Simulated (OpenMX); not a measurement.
Crystal: RbCl.

```
Rb Cl
1.0
     0.00000    3.27400    3.27400
     3.27400    0.00000    3.27400
     3.27400    3.27400    0.00000
Rb Cl
1 1
Direct
  0.00000 0.00000 0.00000
  0.50000 0.50000 0.50000
```

* Program: OpenMX 3.8.5
* Task: single point
* Functional: PBE
* Potentials or basis: OpenMX 2013 PBE set, Rb11.0-s3p2d2, Cl7.0-s2p2d1f1, grid cutoff 300 Ry
* k mesh: 7 × 7 × 7
* Occupations: fermi-dirac, width 0.05 eV
* Spin: no spin polarisation

On this cell: pressure 1.2 GPa; largest force zero by symmetry; band gap on the k mesh 5.18 eV, direct.

The same run follows on a disturbed copy (atoms moved at random, drawn with an rms of 0.05 Å):

```
Rb Cl
1.0
     0.00000    3.27400    3.27400
     3.27400    0.00000    3.27400
     3.27400    3.27400    0.00000
Rb Cl
1 1
Direct
  0.98821 0.00202 0.00602
  0.48568 0.49733 0.50592
```

Task: What changes?

Result: The energy moves by +0.3 meV/atom; pressure 1.2 GPa; largest force 0.042 eV/Å; band gap on the k mesh 5.18 eV, direct.

Forces on the atoms (eV/Å):
```
Rb  -0.021 -0.014 -0.034
Cl   0.021  0.013  0.034
```

Caveats: an odd mesh through Γ misses points on the zone boundary, where band edges often lie; the basis of atomic orbitals isn't converged, which shifts pressures, moduli and gaps.
